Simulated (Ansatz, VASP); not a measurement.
## BN: VASP beside Ansatz

The input POSCAR:

```
BN
1.0
    2.5539396017      0.0000000000      0.0000000000
   -1.2769698009      2.2117765748      0.0000000000
    0.0000000000      0.0000000000      4.2268550000
B N
2 2
Direct
    0.6666666667      0.3333333333      0.9997240000
    0.3333333333      0.6666666667      0.4997240000
    0.6666666667      0.3333333333      0.6725925036
    0.3333333333      0.6666666667      0.1252760000
```

INCAR.step1

```
SYSTEM = BN
PREC = Accurate ; ENCUT = 520
ISMEAR = 0 ; SIGMA = 0.05
LREAL = .False. ; LASPH = .True.
NELM = 80 ; NBANDS = 16
GGA = PE ; ALGO = Normal
EDIFF = 1E-4 ; LWAVE = .True.
LCHARG = .False.
```

File INCAR.step2:

```
SYSTEM = BN
PREC = Accurate ; ENCUT = 520
EDIFF = 1E-7 ; ISMEAR = 0
SIGMA = 0.05 ; LREAL = .False.
LASPH = .True. ; NELM = 80
ALGO = Normal ; ISIF = 2
LWAVE = .False. ; LCHARG = .False.
METAGGA = R2SCAN ; LMIXTAU = .True.
NBANDS = 16 ; ISTART = 1
```

File KPOINTS:

```
Automatic mesh
0
Gamma
  12 12 6
  0 0 0
```

Input for Ansatz:

```yaml
crystal:
  lattice:
    - [2.5539396017, 0.0, 0.0]
    - [-1.2769698009, 2.2117765748, 0.0]
    - [0.0, 0.0, 4.226855]
  atoms:
    - { symbol: B, position: [0.6666666667, 0.3333333333, 0.999724] }
    - { symbol: B, position: [0.3333333333, 0.6666666667, 0.499724] }
    - { symbol: "N", position: [0.6666666667, 0.3333333333, 0.6725925036] }
    - { symbol: "N", position: [0.3333333333, 0.6666666667, 0.125276] }
basis:
  ecutwfc: 500
kpoints:
  mp_grid: { grid: [12, 12, 6] }
hamiltonian:
  xc: r2scan
scf:
  occupations: { method: gaussian, width: 0.05 }
output:
  forces: true
  stress: true
  eigenvalues: true
```

Alike in both runs: task single point; functional r2SCAN; k mesh 12 × 12 × 6; occupations gaussian, width 0.05 eV; no spin polarisation.

```csv
,VASP,Ansatz
version,VASP 6.6.1,Ansatz 0.2.0
potentials or method,"VASP PAW PBE potentials, release 64 (B, N)","scalar-relativistic, plane waves, PAW"
plane-wave cutoff (eV),520,500
valence electrons in the cell,16,16
```

|  | VASP | Ansatz | Ansatz less VASP |
| --- | --- | --- | --- |
| gap on the k mesh at the Fermi level (eV) | 3.86 | 3.88 | +0.024 |
| least direct gap on the mesh (eV) | 7.80 | 7.81 | +0.014 |
| pressure (GPa) | 4.6 | 3.6 | -0.97 |
| largest component of the traceless stress (GPa) | 9.43 | 9.17 | -0.263 |
| rms of the force components (eV/Å) | 3.283 | 3.280 | -0.0028 |

Atom by atom the forces differ by 0.007 eV/Å (rms over components). With one functional, cell and mesh, what is left measures potentials, basis and numerics.

Caveats: the PAW data sets were made with another functional, which shifts forces and pressure a little (VASP). A k mesh can miss the band edges.
